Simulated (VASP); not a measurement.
# Be (P2_12_12) in VASP: notebook

One crystal, Be, is run at these levels: PBE; tasks: relaxation of cell and atoms.

Program: VASP 6.6.1. These are calculated values, not measurements. Logs are shortened: lines on timing, memory, paths and dates and some standing lists are left out, and cuts for length are marked.

## 1. Starting point

The structure is orthorhombic, space group P2_12_12 (No. 18). The conventional cell has a = 2.168 Å, b = 3.755 Å, c = 3.416 Å, α = 90.00°, β = 90.00°, γ = 90.00°. Be (site symmetry 1) has 1 Be at 1.54 Å as nearest neighbours.

This isn't the form of Be at room conditions, which is hcp.

## 2. Relaxation of cell and atoms, PBE

Input file INCAR:

```
SYSTEM = Be
PREC     = Accurate       ! precision mode
ENCUT    = 520            ! plane-wave cutoff, eV
EDIFF    = 1E-6           ! SCF threshold, eV
ISMEAR   = 0              ! smearing method
SIGMA    = 0.1            ! smearing width, eV
LREAL    = .FALSE.        ! projectors in reciprocal space
LASPH    = .TRUE.         ! aspherical terms in the spheres
NELM     = 120            ! most SCF steps
ALGO     = Normal         ! electronic algorithm
ISIF     = 3              ! what is computed and relaxed
LWAVE    = .FALSE.        ! write WAVECAR
LCHARG   = .FALSE.        ! write CHGCAR
GGA      = PE             ! functional
IBRION   = 2              ! ionic algorithm
NSW      = 90             ! ionic steps
EDIFFG   = -0.01          ! ionic threshold
KPAR     = 2
```

Input file KPOINTS:

```
regular mesh
0
G
  16 9 10
  0 0 0
```

Input file POSCAR:

```
Be
1.0
    2.1680000000      0.0000000000      0.0000000000
    0.0000000000      3.7550000000      0.0000000000
    0.0000000000      0.0000000000      3.4160000000
Be
4
Direct
    0.6700000000      0.8200000000      0.7000000000
    0.3300000000      0.1800000000      0.7000000000
    0.1700000000      0.6800000000      0.3000000000
    0.8300000000      0.3200000000      0.3000000000
```

Potentials or basis: VASP PAW PBE potentials, release 64 (Be).

Command:

```sh
$ cat potpaw_PBE.64/Be/POTCAR > POTCAR
$ mpirun -np 2 vasp_std > vasp.out
```

OUTCAR:

```text
SYSTEM = Be
   PREC = Accurate
   ENCUT = 520
   EDIFF = 1E-6
   ISMEAR = 0
   LREAL = .FALSE.
   LASPH = .TRUE.
   NELM = 120
   ISIF = 3
   GGA = PE
   IBRION = 2
   NSW = 90
   EDIFFG = -0.01

 ion  position               nearest neighbor table
   1  0.670  0.820  0.700-   2 1.54   3 1.82   3 1.82   2 1.97   4 2.35   4 2.35   3 2.38   3 2.38

   2  0.330  0.180  0.700-   1 1.54   4 1.82   4 1.82   1 1.97   3 2.35   3 2.35   4 2.38   4 2.38

   3  0.170  0.680  0.300-   4 1.54   1 1.82   1 1.82   4 1.97   2 2.35   2 2.35   1 2.38   1 2.38

   4  0.830  0.320  0.300-   3 1.54   2 1.82   2 1.82   3 1.97   1 2.35   1 2.35   2 2.38   2 2.38

  LATTYP: Found a simple orthorhombic cell.
 ALAT       =     2.1680000000
 B/A-ratio  =     1.5756457565
 C/A-ratio  =     1.7320110701

  Lattice vectors:

 A1 = (  -2.1680000000,   0.0000000000,   0.0000000000)
 A2 = (   0.0000000000,   0.0000000000,   3.4160000000)
 A3 = (   0.0000000000,   3.7550000000,   0.0000000000)

Analysis of symmetry for initial positions (statically):
=====================================================================
 Subroutine PRICEL returns:
 Original cell was already a primitive cell.

 Routine SETGRP: Setting up the symmetry group for a
 simple orthorhombic supercell.

 Subroutine GETGRP returns: Found  4 space group operations
 (whereof  2 operations were pure point group operations)
 out of a pool of  8 trial point group operations.

The static configuration has the point symmetry C_2 .
 The point group associated with its full space group is D_2 .

Analysis of symmetry for dynamics (positions and initial velocities):
=====================================================================
 Subroutine PRICEL returns:
 Original cell was already a primitive cell.

 Routine SETGRP: Setting up the symmetry group for a
 simple orthorhombic supercell.

 Subroutine GETGRP returns: Found  4 space group operations
 (whereof  2 operations were pure point group operations)
 out of a pool of  8 trial point group operations.

The dynamic configuration has the point symmetry C_2 .
 The point group associated with its full space group is D_2 .

 Subroutine INISYM returns: Found  4 space group operations
 (whereof  2 operations are pure point group operations),
 and found     1 'primitive' translations

----------------------------------------------------------------------------------------

                                     Primitive cell

  volume of cell :      27.8091

  direct lattice vectors                    reciprocal lattice vectors
     2.168000000  0.000000000  0.000000000     0.461254613  0.000000000  0.000000000
     0.000000000  3.755000000  0.000000000     0.000000000  0.266311585  0.000000000
     0.000000000  0.000000000  3.416000000     0.000000000  0.000000000  0.292740047

  length of vectors
     2.168000000  3.755000000  3.416000000     0.461254613  0.266311585  0.292740047

  position of ions in fractional coordinates (direct lattice)
     0.670000000  0.820000000  0.700000000
     0.330000000  0.180000000  0.700000000
     0.170000000  0.680000000  0.300000000
     0.830000000  0.320000000  0.300000000

  ion indices of the primitive-cell ions
   primitive index   ion index
                 1           1
                 2           2
                 3           3
                 4           4

----------------------------------------------------------------------------------------

 KPOINTS: regular mesh

Automatic generation of k-mesh.
 Grid dimensions read from file:
 generate k-points for:   16    9   10

 Generating k-lattice:

  Cartesian coordinates                     Fractional coordinates (reciprocal lattice)
     0.028828413  0.000000000  0.000000000     0.062500000  0.000000000  0.000000000
     0.000000000  0.029590176  0.000000000     0.000000000  0.111111111  0.000000000
     0.000000000  0.000000000  0.029274005     0.000000000  0.000000000  0.100000000

  Length of vectors
     0.028828413  0.029590176  0.029274005

  Shift w.r.t. Gamma in fractional coordinates (k-lattice)
     0.000000000  0.000000000  0.000000000

 Subroutine IBZKPT returns following result:
 ===========================================

 Found    270 irreducible k-points:

 Following reciprocal coordinates:
            Coordinates               Weight
  0.000000  0.000000  0.000000      1.000000
  0.062500  0.000000  0.000000      2.000000
  0.125000  0.000000  0.000000      2.000000
  0.187500  0.000000  0.000000      2.000000
  0.250000  0.000000  0.000000      2.000000
  0.312500  0.000000  0.000000      2.000000
[... 16 lines left out ...]
  0.250000  0.222222  0.000000      4.000000
  0.312500  0.222222  0.000000      4.000000
 [... further k-points ...]
   k-points           NKPTS =    270   k-points in BZ     NKDIM =    270   number of bands    NBANDS=      8
   number of dos      NEDOS =    301   number of ions     NIONS =      4
   total plane-waves  NPLWV =  12544
   dimension x,y,z NGX =    16 NGY =   28 NGZ =   28
   dimension x,y,z NGXF=    32 NGYF=   56 NGZF=   56
   ions per type =               4
   NGX,Y,Z   is equivalent  to a cutoff of  12.27, 12.40, 13.63 a.u.
   NGXF,Y,Z  is equivalent  to a cutoff of  24.54, 24.79, 27.25 a.u.
 SYSTEM =  Be
   PREC   = accura    normal or accurate (medium, high low for compatibility)
   ISTART =      0    job   : 0-new  1-cont  2-samecut
   ICHARG =      2    charge: 1-file 2-atom 10-const
   ISPIN  =      1    spin polarized calculation?
   LNONCOLLINEAR =      F non collinear calculations
   LSORBIT =      F    spin-orbit coupling
   LASPH  =      T    aspherical Exc in radial PAW
   ENCUT  =  520.0 eV  38.22 Ry    6.18 a.u.   4.03  6.98  6.35*2*pi/ulx,y,z
   NELM   =    120;   NELMIN=  2; NELMDL= -5     # of ELM steps
   EDIFF  = 0.1E-05   stopping-criterion for ELM
   LREAL  =      F    real-space projection
   EDIFFG = -.1E-01   stopping-criterion for IOM
   NSW    =     90    number of steps for IOM
   IBRION =      2    ionic relax: 0-MD 1-quasi-New 2-CG
   NFREE  =      1    steps in history (QN), initial steepest desc. (CG)
   ISIF   =      3    stress and relaxation
   ISYM   =      2    0-nonsym 1-usesym 2-fastsym
   POTIM  = 0.5000    time-step for ionic-motion
   TEBEG  =    0.0;   TEEND  =   0.0 temperature during run
   PSTRESS=    0.0 pullay stress
   NELECT =       8.0000    total number of electrons
   NUPDOWN=      -1.0000    fix difference up-down
   EMIN   =  10.00;   EMAX   =-10.00  energy-range for DOS
   EFERMI =   0.00;   METHOD = LEGACY
   ISMEAR =     0;   SIGMA  =   0.10  broadening in eV -4-tet -1-fermi 0-gaus
   EFERMI_NEDOS =   21; number of points for ismear=-14 and -15
   IALGO  =     38    algorithm
   IMIX   =      4    mixing-type and parameters
     AMIX     =   0.40;   BMIX     =  1.00
     AMIX_MAG =   1.60;   BMIX_MAG =  1.00
  volume/ion in A,a.u.               =       6.95        46.92
  Fermi-wavevector in a.u.,A,eV,Ry     =   1.080710  2.042246 15.890705  1.167934
  Thomas-Fermi vector in A             =   2.216708
   LORBIT       =      0    0 simple, 1 ext, 2 COOP (PROOUT), +10 PAW based schemes
   GGA     = PE    functional components
   LHFCALC =     F    Hartree Fock is set to
   AEXX    =    0.0000 exact exchange contribution
   IVDW    =     0    specifies the selected vdW correction
   LEPSILON=     F    determine dielectric tensor
   LRPA    =     F    only Hartree local field effects (RPA)
 conjugate gradient relaxation of ions
 non-spin polarized calculation
 Gauss-broadening in eV      SIGMA  =   0.10
  energy-cutoff  :      520.00
  volume of cell :       27.81
 maximum number of plane-waves:       768
   NGX =  9   NGY = 13   NGZ = 13

--------------------------------------- Ionic step        1  -------------------------------------------

 number of electron       8.0000000 magnetization

 Free energy of the ion-electron system (eV)
  ---------------------------------------------------
  ext. energy  EPLUGINS =         0.00000000
  ---------------------------------------------------
  free energy    TOTEN  =        -9.74699746 eV

  energy without entropy =       -9.74445734  energy(sigma->0) =       -9.74572740

------------------------ aborting loop because EDIFF is reached ----------------------------------------

  FORCE on cell =-STRESS in cart. coord.  units (eV):
  Direction    XX          YY          ZZ          XY          YZ          ZX
  --------------------------------------------------------------------------------------
  -------------------------------------------------------------------------------------
  Total       10.7793763     16.4670316      5.8167880      0.0000000      0.0000000      0.0000000
  in kB      621.0365101    948.7216687    335.1249296      0.0000000      0.0000000      0.0000000
  external PRESSURE =     634.9610361 kB  Pullay stress =       0.0000000 kB
[... 25 lines left out ...]
--------------------------------------- Ionic step        2  -------------------------------------------

 number of electron       8.0000000 magnetization

 E-fermi :   4.6893     XC(G=0):  -9.8097

 val. band max:        4.6597054111   @ k =   0.1875   0.1111   0.4000
 cond. band min:       4.7312236222   @ k =   0.2500   0.2222   0.2000
 fundamental gap:      0.0715182111
 Fermi energy:         4.6892540704

 k-point     1 :       0.0000    0.0000    0.0000
  band No.  band energies     occupation
      1      -4.8452      2.00000
      2       0.2221      2.00000
      3       2.1076      2.00000
      4       2.3576      2.00000
      5       6.5554      0.00000
      6       6.9468      0.00000
      7       9.3206      0.00000
      8      12.8663      0.00000
[... 322 lines left out ...]
  FREE ENERGIE OF THE ION-ELECTRON SYSTEM (eV)
  ---------------------------------------------------
  free  energy   TOTEN  =       -14.0632021492 eV

  energy  without entropy=      -14.0607913588  energy(sigma->0) =      -14.06199675

[... ionic steps 4 to 34 ...]

--------------------------------------- Ionic step       35  -------------------------------------------

 number of electron       8.0000000 magnetization

------------------------ aborting loop because EDIFF is reached ----------------------------------------
[... 71 lines left out ...]
--------------------------------------- Ionic step       37  -------------------------------------------

 number of electron       8.0000000 magnetization

 Free energy of the ion-electron system (eV)
  ---------------------------------------------------
  ext. energy  EPLUGINS =         0.00000000
  ---------------------------------------------------
  free energy    TOTEN  =       -14.67165643 eV

  energy without entropy =      -14.66952873  energy(sigma->0) =      -14.67059258

 E-fermi :   7.9779     XC(G=0): -10.6462

 val. band max:        7.9678262188   @ k =   0.1875   0.4444   0.0000
 cond. band min:       8.0084473092   @ k =   0.0625   0.3333   0.0000
 fundamental gap:      0.0406210904
 Fermi energy:         7.9778980658

 k-point     1 :       0.0000    0.0000    0.0000
  band No.  band energies     occupation
      1      -4.2989      2.00000
      2       2.8310      2.00000
      3       2.8416      2.00000
      4       8.5201      0.00000
      5       8.5387      0.00000
      6      11.4626      0.00000
      7      12.2041      0.00000
      8      12.2140      0.00000
[... 284 lines left out ...]
  FREE ENERGIE OF THE ION-ELECTRON SYSTEM (eV)
  ---------------------------------------------------
  free  energy   TOTEN  =       -14.6716564340 eV

  energy  without entropy=      -14.6695287289  energy(sigma->0) =      -14.67059258

 reached required accuracy - stopping structural energy minimisation
```

Run time: 2 min. Hardware: 2 MPI ranks of Intel Xeon 6975P-C (Granite Rapids), shared host; peak memory 0.16 GiB.

What came out:

```
Free energy                            : -14.6717 eV
Relaxed volume                         : 7.83 Å³/atom
Relaxed cell                           : a = 2.533 Å, b = 3.516 Å, c = 3.514 Å, α = 90.00°, β = 90.00°, γ = 90.00°
Space group after relaxing (to 0.05 Å) : I4/mmm (No. 139)
Energy gained by relaxing              : 1231.2 meV/atom
Ionic steps                            : 37
Pressure after relaxing                : 0.0 GPa
Largest force after relaxing           : 0.009 eV/Å
Band gap on the k mesh                 : none (metal or under the smearing width)
```

Forces in eV/Å, atoms in the order of the input:
```
Be   0.004  0.000  0.009
Be  -0.004  0.000  0.009
Be   0.004  0.000 -0.009
Be  -0.004  0.000 -0.009
```

The path:
| step | energy change (eV) | largest force (eV/Å) | pressure (GPa) | volume (Å³) |
| --- | --- | --- | --- | --- |
| 1 | 0.0000 | 7.6580 | 63.50 | 27.81 |
| 2 | -4.1117 | 0.2683 | -13.43 | 40.31 |
| 3 | -4.3162 | 1.2239 | -4.54 | 35.84 |
| 4 | -4.3251 | 1.0662 | -6.27 | 36.44 |
| 5 | -4.6734 | 0.2465 | -6.91 | 35.17 |
| 6 | -4.7296 | 0.3493 | -6.26 | 34.53 |
| 7 | -4.7331 | 0.4227 | -5.99 | 34.36 |
| 8 | -4.8222 | 0.3203 | -1.48 | 32.48 |
| 9 | -4.8522 | 0.1998 | 3.08 | 31.02 |
| 10 | -4.8978 | 0.1086 | 2.69 | 30.90 |
| 11 | -4.8985 | 0.1479 | 2.65 | 30.88 |
| 12 | -4.9098 | 0.0225 | -0.32 | 31.61 |
| 13 | -4.9098 | 0.0189 | -0.47 | 31.65 |
| 14 | -4.9106 | 0.0065 | -0.13 | 31.55 |
| 15 | -4.9107 | 0.0090 | 0.02 | 31.51 |
| 16 | -4.9110 | 0.0068 | 0.02 | 31.49 |
| 17 | -4.9117 | 0.0216 | 0.00 | 31.42 |
| 18 | -4.9138 | 0.0584 | 0.16 | 31.28 |
| 19 | -4.8997 | 0.1238 | 1.49 | 30.97 |
| 20 | -4.9144 | 0.0685 | 0.31 | 31.24 |
| 21 | -4.9144 | 0.0763 | 0.44 | 31.21 |
| 22 | -4.9145 | 0.0745 | 0.40 | 31.22 |
| 23 | -4.9145 | 0.0741 | 0.40 | 31.21 |
| 24 | -4.9146 | 0.0751 | 0.43 | 31.21 |
| 25 | -4.9148 | 0.0770 | 0.47 | 31.20 |
| 26 | -4.9148 | 0.0819 | 0.56 | 31.17 |
| 27 | -4.9148 | 0.0802 | 0.52 | 31.18 |
| 28 | -4.9150 | 0.0790 | 0.51 | 31.19 |
| 29 | -4.9157 | 0.0772 | 0.50 | 31.19 |
| 30 | -4.9169 | 0.0722 | 0.48 | 31.19 |
| 31 | -4.9190 | 0.0638 | 0.46 | 31.19 |
| 32 | -4.9219 | 0.0469 | 0.42 | 31.20 |
| 33 | -4.9220 | 0.0162 | 0.44 | 31.20 |
| 34 | -4.9228 | 0.0311 | 0.42 | 31.20 |
| 35 | -4.9237 | 0.0261 | 0.31 | 31.23 |
| 36 | -4.9246 | 0.0138 | 0.02 | 31.30 |
| 37 | -4.9247 | 0.0095 | 0.01 | 31.30 |

Final structure:
```cif
data_structure
_symmetry_space_group_name_H-M 'P 1'
_symmetry_Int_Tables_number 1
_cell_length_a 2.5333
_cell_length_b 3.5163
_cell_length_c 3.5137
_cell_angle_alpha 90.000
_cell_angle_beta 90.000
_cell_angle_gamma 90.000
_cell_volume 31.30
loop_
_atom_site_label
_atom_site_type_symbol
_atom_site_fract_x
_atom_site_fract_y
_atom_site_fract_z
_atom_site_occupancy
Be1 Be 0.74987 0.75000 0.74983 1
Be2 Be 0.25013 0.25000 0.74983 1
Be3 Be 0.24987 0.75000 0.25017 1
Be4 Be 0.75013 0.25000 0.25017 1
```

Caveat: the volume moved by +13 % from the deposited cell, more than functionals usually miss. PBE usually gives volumes a little too large and moduli too small.

(Part 1 of 2 ends here.)
